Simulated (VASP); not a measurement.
# BN: optical spectrum of independent particles, by functional

BN, P6_3/mmc (no. 194), 4 atoms in the cell.

| Functional | ε at zero frequency, electronic | Mean energy of the absorption, weighted by Im ε (eV) | Refractive index at 633 nm | Refractive index at 1064 nm | Direct gap on the mesh (eV) | Time (s) |
|---|---|---|---|---|---|---|
| PBE | 4.20 | 11.53 | 2.11 | 2.07 | 4.66 | 13 |
| LDA | 4.34 | 11.34 | 2.15 | 2.11 | 4.51 | 11 |
| PBEsol | 4.29 | 11.42 | 2.13 | 2.09 | 4.60 | 13 |
| r2SCAN | 3.84 | 12.16 | 2.00 | 1.98 | 5.32 | 79 |
| TB-mBJ | 3.32 | 13.04 | 1.85 | 1.83 | 6.41 | 82 |
| SCAN | 3.89 | 12.08 | 2.02 | 1.99 | 5.23 | 94 |

Limits: The 12×12×4 mesh is coarse for a spectrum: peaks stand apart that a denser mesh merges; the pull between electron and hole is left out; rows 1, 2, 3, 4, 6: the onset follows the functional's gap, which semilocal functionals usually make too small; ε is the mean of a tensor that differs by direction.

## Input of the first row

INCAR:
```
SYSTEM = BN
PREC = Accurate
ENCUT = 460
ISMEAR = 0
SIGMA = 0.02
EDIFF = 1E-7
LASPH = .TRUE.
KPAR = 4
LWAVE = .TRUE.
LCHARG = .FALSE.
LOPTICS = .TRUE.
ALGO = Normal
NBANDS = 32
NEDOS = 2000
CSHIFT = 0.1
GGA = PE
```

KPOINTS:
```
k-points
0
Gamma
  12 12 4
```

POSCAR:
```
BN
1.0
    2.4982400000      0.0000000000      0.0000000000
   -1.2491200000      2.1635393048      0.0000000000
    0.0000000000      0.0000000000      6.6357000000
N B
2 2
Direct
    0.6666666667      0.3333333333      0.2500000000
    0.3333333333      0.6666666667      0.7500000000
    0.6666666667      0.3333333333      0.7500000000
    0.3333333333      0.6666666667      0.2500000000
```

Commands:
```
cat potpaw_PBE.64/N/POTCAR potpaw_PBE.64/B/POTCAR > POTCAR
mpirun -np 4 vasp_std > vasp.out
```

Changes of the last row against the first:
```
- GGA = PE
+ METAGGA = SCAN
+ LMIXTAU = True
```

VASP 6.6.1 took 13 s on 4 cores (AMD EPYC 9R14 (Zen 4)), a shared host.
